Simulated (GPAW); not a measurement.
Crystal: BeS.

```
CELL_PARAMETERS angstrom
0.00000 2.42500 2.42500
2.42500 0.00000 2.42500
2.42500 2.42500 0.00000
ATOMIC_POSITIONS crystal
S 0.75000 0.75000 0.75000
Be 0.00000 0.00000 0.00000
```

| Property | Result |
| --- | --- |
| Program | GPAW 26.7.0 |
| Task | relaxation of cell and atoms |
| Functional | BLYP |
| Potentials or basis | PAW data sets generated in the run's folder for this functional |
| Cutoff | 800 eV |
| Basis | pw |
| k mesh | 9 × 9 × 9 |
| Occupations | fermi-dirac, width 0.05 eV |
| Spin | no spin polarisation |

At the start: pressure 4.6 GPa; volume 14.26 Å³/atom.

Task: How do energy, volume and symmetry change on relaxing?

Result: Over 3 steps the energy falls by 9.8 meV/atom and the volume is 14.94 Å³/atom (+4.7 %); space group F-43m (No. 216, to 0.05 Å).

Step by step:
```tsv
step	energy change (eV)	largest force (eV/Å)	pressure (GPa)	volume (Å³)
1	0.0000	0.0000	4.59	28.52
2	-0.0066	0.0000	3.69	28.77
3	-0.0197	0.0000	0.14	29.87
```

Final structure:
```cif
data_structure
_symmetry_space_group_name_H-M 'P 1'
_symmetry_Int_Tables_number 1
_cell_length_a 3.4827
_cell_length_b 3.4827
_cell_length_c 3.4827
_cell_angle_alpha 60.000
_cell_angle_beta 60.000
_cell_angle_gamma 60.000
_cell_volume 29.87
loop_
_atom_site_label
_atom_site_type_symbol
_atom_site_fract_x
_atom_site_fract_y
_atom_site_fract_z
_atom_site_occupancy
S1 S 0.75000 0.75000 0.75000 1
Be1 Be 0.00000 0.00000 0.00000 1
```

Caveat: later steps reuse the first step's grids.
